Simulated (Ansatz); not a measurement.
# Cu12CO: the cost of one run

Method: DFT PBE, scalar-relativistic, plane waves, PAW, in Ansatz 0.2.0.

17 further runs of the same task are left out: 17 set aside as unsound or not needed.

## 1. The starting structure

Symmetry: Cm, No. 8, monoclinic system. The conventional cell has a = 8.891 Å, b = 5.133 Å, c = 22.124 Å, α = 90.00°, β = 90.00°, γ = 90.00°. Cu (site symmetry m) is surrounded by 9 Cu at 2.54 to 2.57 Å. Cu (site symmetry 1) is surrounded by 9 Cu at 2.54 to 2.57 Å. Around Cu (site symmetry 1) lie 12 Cu at 2.54 to 2.57 Å. Cu (site symmetry m) has 12 Cu at 2.54 to 2.57 Å as nearest neighbours. Cu (site symmetry m) is surrounded by 9 Cu at 2.54 to 2.57 Å and 1 C at 2.79 Å. Only part of the 11 independent sites is listed.

Structure file:

```
CELL_PARAMETERS angstrom
5.13324 0.00000 0.00000
-2.56662 4.44552 0.00000
0.00000 0.00000 22.12363
ATOMIC_POSITIONS crystal
Cu 0.33333 0.16667 0.18080
Cu 0.33333 0.66667 0.18080
Cu 0.83333 0.16667 0.18080
Cu 0.83333 0.66667 0.18080
Cu 0.16667 0.33333 0.27399
Cu 0.16667 0.83333 0.27399
Cu 0.66667 0.33333 0.27399
Cu 0.66667 0.83333 0.27399
Cu 0.00000 0.00000 0.36719
Cu 0.00000 0.50000 0.36719
Cu 0.50000 0.00000 0.36719
Cu 0.50000 0.50000 0.36719
C 0.50000 0.25000 0.44358
O 0.50000 0.25000 0.49601
```

This is the geometry of the first run shown, built on a cell relaxed beforehand with the same method.

## 2. Plan of the line

Atoms count from 1 in the order of the input.

CO stands on one site of a rigid substrate at a fixed height and bond length while its axis is turned; the height is held at 1.69 Å.

First coordinate, tilt of the C13-O14 axis from the surface normal: 7 values from 0 to 90 °. Second coordinate, azimuth of the C13-O14 axis from a direction equivalent to the long diagonal of the hexagonal surface cell: 12 values from 0 to 330 °, periodic.

Nothing else is relaxed. Points are written as (first, second).

## 3. Point (0°, 0°)

A dipole layer in the vacuum cancels the field that periodic copies would set up if the slab's two faces differ.

input.yaml

```yaml
crystal:
  lattice:
    - [5.1332392708, 0.0, 0.0]
    - [-2.5666196354, 4.4455156122, 0.0]
    - [0.0, 0.0, 22.123628185]
  atoms:
    - { symbol: Cu, position: [0.3333333333, 0.1666666667, 0.1808021707] }
    - { symbol: Cu, position: [0.3333333333, 0.6666666667, 0.1808021707] }
    - { symbol: Cu, position: [0.8333333333, 0.1666666667, 0.1808021707] }
    - { symbol: Cu, position: [0.8333333333, 0.6666666667, 0.1808021707] }
    - { symbol: Cu, position: [0.1666666667, 0.3333333333, 0.2739941019] }
    - { symbol: Cu, position: [0.1666666667, 0.8333333333, 0.2739941019] }
    - { symbol: Cu, position: [0.6666666667, 0.3333333333, 0.2739941019] }
    - { symbol: Cu, position: [0.6666666667, 0.8333333333, 0.2739941019] }
    - { symbol: Cu, position: [0.0, 0.0, 0.3671924025] }
    - { symbol: Cu, position: [0.0, 0.5, 0.3671924025] }
    - { symbol: Cu, position: [0.5, 0.0, 0.3671924025] }
    - { symbol: Cu, position: [0.5, 0.5, 0.3671924025] }
    - { symbol: C, position: [0.5, 0.25, 0.4435813196] }
    - { symbol: O, position: [0.5, 0.25, 0.4960139491] }
basis:
  ecutwfc: 420
kpoints:
  mp_grid: { grid: [6, 6, 1] }
hamiltonian:
  xc: pbe
scf:
  occupations: { method: gaussian, width: 0.1 }
output:
  forces: true
  eigenvalues: true
efield:
  axis: 3
  dipole_correction: true
  ramp_width: 0.04
```

Launch:

```sh
> ansatz run input.yaml --threads 4 --pin off --max-ram 12288MiB --backend cpu --events-out ev --progress --plain --runs-dir out
```

**Question.** How long does this run take on 4 threads of Intel Xeon Platinum 8488C (Sapphire Rapids), shared host, and how much memory does it need?

About 16 s, with a peak of 1.9 GiB.
